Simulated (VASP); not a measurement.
# Sb2Se3 (P-3m1) in VASP: density of states with PBE

Aim: the density of states of Sb2Se3 with PBE.

Program: VASP 6.6.1. These are calculated values, not measurements. Logs are shortened: lines on timing, memory, paths and dates and some standing lists are left out, and cuts for length are marked.

## Step 1: Starting point

It takes space group P-3m1 (No. 164, trigonal). The conventional cell has a = 4.068 Å, b = 4.068 Å, c = 10.470 Å, α = 90.00°, β = 90.00°, γ = 120.00°. Sb (site symmetry 3m) has 6 Se at 2.82 to 3.02 Å as nearest neighbours. Around Se (site symmetry 3m) lie 3 Sb at 2.82 Å. Se (site symmetry -3m) has 6 Sb at 3.02 Å as nearest neighbours.

The cell was built by a generator and needn't be a form met in nature.

## Step 2: Density of states, PBE

File POSCAR:

```
Sb2Se3                                  
1.0
    4.0675400187      0.0000000000      0.0000000000
   -2.0337700094      3.5225929886      0.0000000000
    0.0000000000      0.0000000000     10.4698089087
  Sb              Se            
     2     3
Direct
     0.6666666699999979    0.3333333300000021    0.8192012806215965
     0.3333333300000021    0.6666666699999979    0.1807987193784035
     0.6666666699999979    0.3333333300000021    0.3294225079200963
     0.3333333300000021    0.6666666699999979    0.6705774920799038
     0.0000000000000000    0.0000000000000000    1.0000000000000000
```

File INCAR.step1:

```
SYSTEM = Sb2Se3
ALGO = Normal
EDIFF = 1E-6
ENCUT = 520
GGA = PE
ISIF = 2
ISMEAR = 0
KPAR = 4
LASPH = .True.
LCHARG = .True.
LREAL = .False.
LWAVE = .False.
NBANDS = 22
NELM = 60
PREC = Accurate
SIGMA = 0.1
```

File KPOINTS.step1:

```
k-points
0
Gamma
  8 8 4
  0 0 0
```

File INCAR.step2:

```
SYSTEM = Sb2Se3
ALGO = Normal
EDIFF = 1E-6
ENCUT = 520
GGA = PE
ICHARG = 11
ISIF = 2
ISMEAR = -5
KPAR = 4
LASPH = .True.
LCHARG = .False.
LORBIT = 11
LREAL = .False.
LWAVE = .False.
NBANDS = 22
NEDOS = 1001
NELM = 60
PREC = Accurate
SIGMA = 0.1
```

File KPOINTS.step2:

```
k-points
0
Gamma
  12 12 6
  0 0 0
```

Potentials or basis: VASP PAW PBE potentials, release 64 (Sb, Se).

The run is started by

```
$ cat potpaw_PBE.64/Sb/POTCAR potpaw_PBE.64/Se/POTCAR > POTCAR
$ cp INCAR.step1 INCAR
$ cp KPOINTS.step1 KPOINTS
$ mpirun -np 4 vasp_std > vasp.out
$ cp INCAR.step2 INCAR
$ cp KPOINTS.step2 KPOINTS
$ mpirun -np 4 vasp_std > vasp.out
```

OUTCAR:

```text
SYSTEM = Sb2Se3
   EDIFF = 1E-6
   ENCUT = 520
   GGA = PE
   ICHARG = 11
   ISIF = 2
   ISMEAR = -5
   LASPH = .True.
   LORBIT = 11
   LREAL = .False.
   NELM = 60
   PREC = Accurate

 ion  position               nearest neighbor table
   1  0.667  0.333  0.819-   4 2.82   4 2.82   4 2.82   5 3.02   5 3.02   5 3.02
   2  0.333  0.667  0.181-   3 2.82   3 2.82   3 2.82   5 3.02   5 3.02   5 3.02
   3  0.667  0.333  0.329-   2 2.82   2 2.82   2 2.82
   4  0.333  0.667  0.671-   1 2.82   1 2.82   1 2.82
   5  0.000  0.000  0.000-   1 3.02   2 3.02   1 3.02   2 3.02   1 3.02   2 3.02

  LATTYP: Found a hexagonal cell.
 ALAT       =     4.0675400187
 C/A-ratio  =     2.5739903874

  Lattice vectors:

 A1 = (   4.0675400187,   0.0000000000,   0.0000000000)
 A2 = (  -2.0337700094,   3.5225929886,   0.0000000000)
 A3 = (   0.0000000000,   0.0000000000,  10.4698089087)

Analysis of symmetry for initial positions (statically):
=====================================================================
 Subroutine PRICEL returns:
 Original cell was already a primitive cell.

 Routine SETGRP: Setting up the symmetry group for a
 hexagonal supercell.

 Subroutine GETGRP returns: Found 12 space group operations
 (whereof 12 operations were pure point group operations)
 out of a pool of 24 trial point group operations.

The static configuration has the point symmetry D_3d.

Analysis of symmetry for dynamics (positions and initial velocities):
=====================================================================
 Subroutine PRICEL returns:
 Original cell was already a primitive cell.

 Routine SETGRP: Setting up the symmetry group for a
 hexagonal supercell.

 Subroutine GETGRP returns: Found 12 space group operations
 (whereof 12 operations were pure point group operations)
 out of a pool of 24 trial point group operations.

The dynamic configuration has the point symmetry D_3d.

 Subroutine INISYM returns: Found 12 space group operations
 (whereof 12 operations are pure point group operations),
 and found     1 'primitive' translations

----------------------------------------------------------------------------------------

                                     Primitive cell

  volume of cell :     150.0144

  direct lattice vectors                    reciprocal lattice vectors
     4.067540019  0.000000000  0.000000000     0.245848841  0.141940895  0.000000000
    -2.033770009  3.522592989  0.000000000     0.000000000  0.283881789  0.000000000
     0.000000000  0.000000000 10.469808909     0.000000000  0.000000000  0.095512727

  length of vectors
     4.067540019  4.067540020 10.469808909     0.283881789  0.283881789  0.095512727

  position of ions in fractional coordinates (direct lattice)
     0.666666670  0.333333330  0.819201281
     0.333333330  0.666666670  0.180798719
     0.666666670  0.333333330  0.329422508
     0.333333330  0.666666670  0.670577492
     0.000000000  0.000000000  0.000000000

  ion indices of the primitive-cell ions
   primitive index   ion index
                 1           1
                 2           2
                 3           3
                 4           4
                 5           5

----------------------------------------------------------------------------------------

 KPOINTS: k-points

Automatic generation of k-mesh.
 Grid dimensions read from file:
 generate k-points for:   12   12    6

 Generating k-lattice:

  Cartesian coordinates                     Fractional coordinates (reciprocal lattice)
     0.020487403  0.011828408  0.000000000     0.083333333  0.000000000  0.000000000
     0.000000000  0.023656816  0.000000000     0.000000000  0.083333333  0.000000000
     0.000000000  0.000000000  0.015918788     0.000000000  0.000000000  0.166666667

  Length of vectors
     0.023656816  0.023656816  0.015918788

  Shift w.r.t. Gamma in fractional coordinates (k-lattice)
     0.000000000  0.000000000  0.000000000

 TETIRR: Found   1229 inequivalent tetrahedra from     5184

 Subroutine IBZKPT returns following result:
 ===========================================

 Found    100 irreducible k-points:

 Following reciprocal coordinates:
            Coordinates               Weight
  0.000000  0.000000  0.000000      1.000000
  0.083333  0.000000  0.000000      6.000000
  0.166667  0.000000  0.000000      6.000000
  0.250000  0.000000  0.000000      6.000000
  0.333333  0.000000  0.000000      6.000000
  0.416667  0.000000  0.000000      6.000000
[... 16 lines left out ...]
  0.166667  0.000000  0.166667      6.000000
  0.000000  0.166667  0.166667      6.000000
 [... further k-points ...]
   k-points           NKPTS =    100   k-points in BZ     NKDIM =    100   number of bands    NBANDS=     22
   number of dos      NEDOS =   1001   number of ions     NIONS =      5
   total plane-waves  NPLWV =  72000
   dimension x,y,z NGX =    30 NGY =   30 NGZ =   80
   dimension x,y,z NGXF=    60 NGYF=   60 NGZF=  160
   ions per type =               2   3
   NGX,Y,Z   is equivalent  to a cutoff of  12.26, 12.26, 12.70 a.u.
   NGXF,Y,Z  is equivalent  to a cutoff of  24.52, 24.52, 25.41 a.u.
 SYSTEM =  Sb2Se3
   PREC   = accura    normal or accurate (medium, high low for compatibility)
   ISTART =      0    job   : 0-new  1-cont  2-samecut
   ICHARG =     11    charge: 1-file 2-atom 10-const
   ISPIN  =      1    spin polarized calculation?
   LNONCOLLINEAR =      F non collinear calculations
   LSORBIT =      F    spin-orbit coupling
   LASPH  =      T    aspherical Exc in radial PAW
   ENCUT  =  520.0 eV  38.22 Ry    6.18 a.u.   7.56  7.56 19.47*2*pi/ulx,y,z
   NELM   =     60;   NELMIN=  2; NELMDL=  0     # of ELM steps
   EDIFF  = 0.1E-05   stopping-criterion for ELM
   LREAL  =      F    real-space projection
   EDIFFG = 0.1E-04   stopping-criterion for IOM
   NSW    =      0    number of steps for IOM
   IBRION =     -1    ionic relax: 0-MD 1-quasi-New 2-CG
   NFREE  =      0    steps in history (QN), initial steepest desc. (CG)
   ISIF   =      2    stress and relaxation
   ISYM   =      2    0-nonsym 1-usesym 2-fastsym
   POTIM  = 0.5000    time-step for ionic-motion
   TEBEG  =    0.0;   TEEND  =   0.0 temperature during run
   PSTRESS=    0.0 pullay stress
   NELECT =      28.0000    total number of electrons
   NUPDOWN=      -1.0000    fix difference up-down
   EMIN   =  10.00;   EMAX   =-10.00  energy-range for DOS
   EFERMI =   0.00;   METHOD = LEGACY
   ISMEAR =    -5;   SIGMA  =   0.10  broadening in eV -4-tet -1-fermi 0-gaus
   EFERMI_NEDOS =   21; number of points for ismear=-14 and -15
   IALGO  =     38    algorithm
   IMIX   =      4    mixing-type and parameters
     AMIX     =   0.40;   BMIX     =  1.00
     AMIX_MAG =   1.60;   BMIX_MAG =  1.00
  volume/ion in A,a.u.               =      30.00       202.47
  Fermi-wavevector in a.u.,A,eV,Ry     =   0.935585  1.767999 11.909437  0.875319
  Thomas-Fermi vector in A             =   2.062507
   LORBIT       =     11    0 simple, 1 ext, 2 COOP (PROOUT), +10 PAW based schemes
   GGA     = PE    functional components
   LHFCALC =     F    Hartree Fock is set to
   AEXX    =    0.0000 exact exchange contribution
   IVDW    =     0    specifies the selected vdW correction
   LEPSILON=     F    determine dielectric tensor
   LRPA    =     F    only Hartree local field effects (RPA)
 non-spin polarized calculation
 Fermi weights with tetrahedron method with Bloechl corrections
  energy-cutoff  :      520.00
  volume of cell :      150.01
 maximum number of plane-waves:      4071

 number of electron      28.0000000 magnetization

 Free energy of the ion-electron system (eV)
  ---------------------------------------------------
  ext. energy  EPLUGINS =         0.00000000
  ---------------------------------------------------
  free energy    TOTEN  =       -20.10267154 eV

  energy without entropy =      -20.10267154  energy(sigma->0) =      -20.10267154

 E-fermi :   3.7670     XC(G=0):  -8.8034

 val. band max:        3.7656545454   @ k =   0.0833   0.0000   0.0000
 cond. band min:       4.1768966094   @ k =   0.0000   0.0000   0.0000
 fundamental gap:      0.4112420640
 Fermi energy:         3.7669706401

 k-point     1 :       0.0000    0.0000    0.0000
  band No.  band energies     occupation
      1     -10.1450      2.00000
      2      -9.6072      2.00000
      3      -8.8681      2.00000
      4      -4.7416      2.00000
      5      -3.4434      2.00000
      6       1.7613      2.00000
[... 14 lines left out ...]
     21       9.5361      0.00000
     22      10.4630      0.00000

 k-point     2 :       0.0833    0.0000    0.0000
  band No.  band energies     occupation
      1     -10.0867      2.00000
      2      -9.5562      2.00000
      3      -8.8377      2.00000
      4      -4.7423      2.00000
      5      -3.5283      2.00000
      6       1.2946      2.00000
[... 14 lines left out ...]
     21       9.6230      0.00000
     22      10.1023      0.00000

 k-point     3 :       0.1667    0.0000    0.0000
  band No.  band energies     occupation
      1      -9.9160      2.00000
      2      -9.4094      2.00000
      3      -8.7539      2.00000
      4      -4.7622      2.00000
      5      -3.7840      2.00000
      6       0.4443      2.00000
[... 14 lines left out ...]
     21       9.1678      0.00000
     22      10.0794      0.00000
[... 476 lines left out ...]
 k-point    23 :       0.1667    0.0000    0.1667
  band No.  band energies     occupation
      1      -9.9092      2.00000
      2      -9.4274      2.00000
      3      -8.7398      2.00000
      4      -4.7817      2.00000
      5      -3.7639      2.00000
      6       0.4327      2.00000
[... 14 lines left out ...]
     21       9.0660      0.00000
     22      10.0751      0.00000

 k-point    24 :       0.0000    0.1667    0.1667
  band No.  band energies     occupation
      1      -9.9092      2.00000
      2      -9.4273      2.00000
      3      -8.7399      2.00000
      4      -4.7779      2.00000
      5      -3.7712      2.00000
      6       0.4370      2.00000
[... 14 lines left out ...]
     21       9.1430      0.00000
     22      10.0035      0.00000

 [... further k-points ...]

------------------------ aborting loop because EDIFF is reached ----------------------------------------

  FORCE on cell =-STRESS in cart. coord.  units (eV):
  Direction    XX          YY          ZZ          XY          YZ          ZX
  --------------------------------------------------------------------------------------
  -------------------------------------------------------------------------------------
  Total        0.0029597      0.0029597     -0.0426722     -0.0000000      0.0000000     -0.0000000
  in kB        0.0316101      0.0316101     -0.4557459     -0.0000000      0.0000000     -0.0000000
  external PRESSURE =      -0.1308419 kB  Pullay stress =       0.0000000 kB

 VOLUME and BASIS-vectors are now :
 -----------------------------------------------------------------------------
  energy-cutoff  :      520.00
  volume of cell :      150.01
      direct lattice vectors                 reciprocal lattice vectors
     4.067540019  0.000000000  0.000000000     0.245848841  0.141940895  0.000000000
    -2.033770009  3.522592989  0.000000000     0.000000000  0.283881789  0.000000000
     0.000000000  0.000000000 10.469808909     0.000000000  0.000000000  0.095512727

 POSITION                                       TOTAL-FORCE (eV/Angst)
 -----------------------------------------------------------------------------------
      2.03377      1.17420      8.57688         0.000000      0.000000     -0.012250
     -0.00000      2.34840      1.89293        -0.000000      0.000000      0.012250
      2.03377      1.17420      3.44899         0.000000     -0.000000     -0.016459
     -0.00000      2.34840      7.02082        -0.000000      0.000000      0.016459
      0.00000      0.00000      0.00000        -0.000000      0.000000      0.000000
 -----------------------------------------------------------------------------------
    total drift:                               -0.000000     -0.000000     -0.000000

  FREE ENERGIE OF THE ION-ELECTRON SYSTEM (eV)
  ---------------------------------------------------
  free  energy   TOTEN  =       -20.1026715385 eV

  energy  without entropy=      -20.1026715385  energy(sigma->0) =      -20.10267154

 total charge

# of ion       s       p       d       tot
------------------------------------------
    1        1.321   0.889   0.057   2.267
    2        1.321   0.889   0.057   2.267
    3        1.487   2.252   0.022   3.762
    4        1.487   2.252   0.022   3.762
    5        1.477   2.287   0.027   3.792
--------------------------------------------------
tot          7.095   8.570   0.186  15.851
```

Run time: 65 s. Hardware: 4 MPI ranks of Intel Xeon Platinum 8559C (Emerald Rapids), shared host; peak memory 0.43 GiB.

Results:

* Valence electrons inside the program's atomic spheres: Sb 2.27; Se 3.76, 3.79

States per cell in windows of 0.5 eV (zero at the valence-band top; states under -8 eV left out):
```csv
from (eV),total,Se5_p,Se3_p,Se4_p,Sb1_p,Sb2_p,Sb1_s
-8.0,0.31,0.00,0.00,0.00,0.00,0.00,0.07
-7.5,0.18,0.00,0.00,0.00,0.00,0.00,0.04
-7.0,0.00,0.00,0.00,0.00,0.00,0.00,0.00
-6.5,0.00,0.00,0.00,0.00,0.00,0.00,0.00
-6.0,0.00,0.00,0.00,0.00,0.00,0.00,0.00
-5.5,0.40,0.06,0.02,0.02,0.03,0.03,0.00
-5.0,1.26,0.17,0.07,0.07,0.09,0.09,0.00
-4.5,1.06,0.15,0.07,0.07,0.08,0.08,0.00
-4.0,2.10,0.20,0.20,0.20,0.15,0.15,0.01
-3.5,2.16,0.20,0.23,0.23,0.15,0.15,0.01
-3.0,2.52,0.17,0.33,0.33,0.17,0.17,0.01
-2.5,1.82,0.13,0.26,0.26,0.11,0.11,0.01
-2.0,1.89,0.26,0.29,0.29,0.06,0.06,0.01
-1.5,1.99,0.46,0.27,0.27,0.02,0.02,0.02
-1.0,1.25,0.21,0.17,0.17,0.02,0.02,0.05
-0.5,1.92,0.28,0.29,0.29,0.02,0.02,0.12
0.0,0.00,0.00,0.00,0.00,0.00,0.00,0.00
0.5,0.08,0.00,0.00,0.00,0.01,0.01,0.00
1.0,1.05,0.01,0.07,0.07,0.13,0.13,0.00
1.5,2.30,0.02,0.21,0.21,0.30,0.30,0.01
2.0,2.06,0.03,0.21,0.21,0.26,0.26,0.02
2.5,1.30,0.09,0.11,0.11,0.18,0.18,0.01
3.0,1.49,0.24,0.07,0.07,0.20,0.20,0.00
3.5,1.96,0.32,0.12,0.12,0.26,0.26,0.00
4.0,1.46,0.19,0.07,0.07,0.14,0.14,0.00
4.5,1.29,0.14,0.05,0.05,0.10,0.10,0.00
5.0,0.57,0.01,0.01,0.01,0.01,0.01,0.00
5.5,0.79,0.01,0.01,0.01,0.01,0.01,0.00
6.0,1.12,0.01,0.02,0.02,0.02,0.02,0.00
6.5,0.44,0.00,0.01,0.01,0.01,0.01,0.00
7.0,0.00,0.00,0.00,0.00,0.00,0.00,0.00
7.5,0.00,0.00,0.00,0.00,0.00,0.00,0.00
```

Caveat: this functional lacks dispersion, which binds the layers, so the pressure and a relaxed spacing across them are unreliable.
